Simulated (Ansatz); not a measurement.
Zone-centre modes in Ti$_{3}$Al

Theory: DFT PBE, scalar-relativistic, plane waves, PAW in Ansatz 0.2.0. Cutoff 420 eV, Γ-centred 12×12×8 k-points, Gaussian smearing of 0.15 eV. No spin polarisation.

The starting cell (relaxed at this level; it needn't be the usual structure):

```
CELL_PARAMETERS angstrom
5.75534 0.00000 0.00000
-2.87767 4.98427 0.00000
0.00000 0.00000 4.65414
ATOMIC_POSITIONS crystal
Ti 0.83021 0.16979 0.25000
Ti 0.66042 0.83021 0.75000
Ti 0.83021 0.66042 0.25000
Ti 0.16979 0.83021 0.75000
Ti 0.33958 0.16979 0.25000
Ti 0.16979 0.33958 0.75000
Al 0.33333 0.66667 0.25000
Al 0.66667 0.33333 0.75000
```

Harmonic modes by finite displacements of 0.02 Å, without the LO–TO term.

(1) At this geometry, is the structure stable against these modes?

(2) List the wavenumbers in cm⁻¹.

Results:

(1) Yes: no mode is imaginary beyond 10 cm⁻¹, and only the three translations lie near zero.

(2) 0, 0, 0, 147, 147, 157, 157, 169, 169, 176, 188, 216, 216, 251, 251, 258, 267, 274, 289, 291, 296, 296, 308, 308.

Cost: 1 run of about 16 core-minutes, on Intel Xeon Processor @ 2.70GHz (shared hosts).